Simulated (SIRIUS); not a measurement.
**SiC (Moissanite): equation of state with PBEsol**

Crystal: SiC (Moissanite).

```
CELL_PARAMETERS angstrom
3.07600 0.00000 0.00000
-1.53800 2.66389 0.00000
0.00000 0.00000 5.04800
ATOMIC_POSITIONS crystal
Si 0.66667 0.33333 0.50000
Si 0.33333 0.66667 0.00000
C 0.66667 0.33333 0.88500
C 0.33333 0.66667 0.38500
```

```
Program                                     : SIRIUS 7.12.0
Task                                        : equation of state
Functional                                  : PBEsol
Potentials or basis                         : PseudoDojo 0.4.1 PBEsol standard (scalar relativistic)
Cutoff                                      : 1127 eV
Density cutoff                              : 4507 eV
k mesh                                      : 10 × 10 × 5
Occupations                                 : fermi-dirac, width 0.05 eV
Spin                                        : no spin polarisation
Libxc names                                 : ["XC_GGA_X_PBE_SOL", "XC_GGA_C_PBE_SOL"]
Radial cutoff for the potentials' integrals : 6.5 bohr
```

The equilibrium volume is 10.36 Å³/atom and the bulk modulus at fixed shape and positions is 221 GPa. The pressure derivative of the bulk modulus is 3.9.

Energy against volume, from the lowest point:
```tsv
volume (Å³/atom)	energy (meV/atom)
9.721	30.05
9.927	13.27
10.134	3.46
10.341	0.00
10.548	2.28
10.755	9.79
10.961	22.02
```

All runs of the series together: 4 min on 1 thread of AMD EPYC 7R43 64-Core Processor (Zen 3) (shared host).

Caveat: the cell was scaled at fixed shape and fractional positions, which overstates the stiffness of a crystal with free parameters, most of all of layers and chains.
